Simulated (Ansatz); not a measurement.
**Response to strain in KF**

Start from KF in the rock salt structure (space group Fm-3m, No. 225; a = 5.3068 Å).

Strains are applied to the cell and any free atomic positions relax.

Computed with Ansatz (an electronic-structure program) PBEsol, without spin-orbit coupling.

```csv
case,width of the top valence band,band gap,shortest interatomic distance,electron mass
base,0.37 eV,6.15 eV,5.014 bohr,0.54 mₑ (at Γ)
isotropic strain −2.50 %,0.45 eV,6.56 eV,4.889 bohr,0.53 mₑ (at Γ)
isotropic strain −2.00 %,0.43 eV,6.47 eV,4.914 bohr,0.53 mₑ (at Γ)
isotropic strain −1.00 %,0.40 eV,6.31 eV,4.964 bohr,0.53 mₑ (at Γ)
isotropic strain +0.50 %,0.36 eV,6.08 eV,5.039 bohr,0.54 mₑ (at Γ)
isotropic strain +1.00 %,0.35 eV,6.00 eV,5.064 bohr,0.54 mₑ (at Γ)
isotropic strain +1.50 %,0.34 eV,5.93 eV,5.089 bohr,0.54 mₑ (at Γ)
isotropic strain +2.00 %,0.32 eV,5.86 eV,5.114 bohr,0.54 mₑ (at Γ)
isotropic strain +2.50 %,0.31 eV,5.79 eV,5.140 bohr,0.55 mₑ (at Γ)
isotropic strain +3.00 %,0.30 eV,5.72 eV,5.165 bohr,0.55 mₑ (at Γ)
```

Effective masses come from finite differences of ±0.01 Å⁻¹. Whether these cells are dynamically stable was not tested.
